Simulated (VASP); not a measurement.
TiAl:

```
CELL_PARAMETERS angstrom
2.86726 0.00000 0.00000
-1.43363 2.48312 0.00000
0.00000 0.00000 4.67808
ATOMIC_POSITIONS crystal
Ti 0.00000 0.00000 0.00000
Al 0.33333 0.66667 0.50000
```

The cell comes from a database or a generator and needn't be the stable form of this composition.

* Program: VASP 6.6.1
* Task: single point
* Functional: PBEsol
* Potentials or basis: VASP PAW PBE potentials, release 64 (Ti_sv, Al)
* Cutoff: 520 eV
* k mesh: 11 × 11 × 6
* Occupations: fermi-dirac, width 0.05 eV
* Spin: no spin polarisation

On this cell: pressure -2.9 GPa; largest force under 0.003 eV/Å; band gap on the k mesh none (metal or under the smearing width).

The same run follows on a disturbed copy (atoms moved at random, drawn with an rms of 0.05 Å):

```
Ti Al
1.0
     2.86726    0.00000    0.00000
    -1.43363    2.48312    0.00000
     0.00000    0.00000    4.67808
Ti Al
1 1
Direct
  0.99025 0.00486 0.01131
  0.34812 0.66269 0.51633
```

What changes?

The energy (extrapolated to zero smearing) moves by +4.3 meV/atom; pressure -2.8 GPa; largest force 0.220 eV/Å; band gap on the k mesh none (metal or under the smearing width).

Forces in eV/Å, atoms in the order of the input:
```
Ti   0.151 -0.027  0.157
Al  -0.151  0.027 -0.157
```

Stress tensor (GPa, compression positive):
```
-2.69  1.29  0.07
 1.29 -1.95 -0.01
 0.07 -0.01 -3.67
```

Caveats: the PAW data sets were made with another functional, which shifts forces and pressure a little.
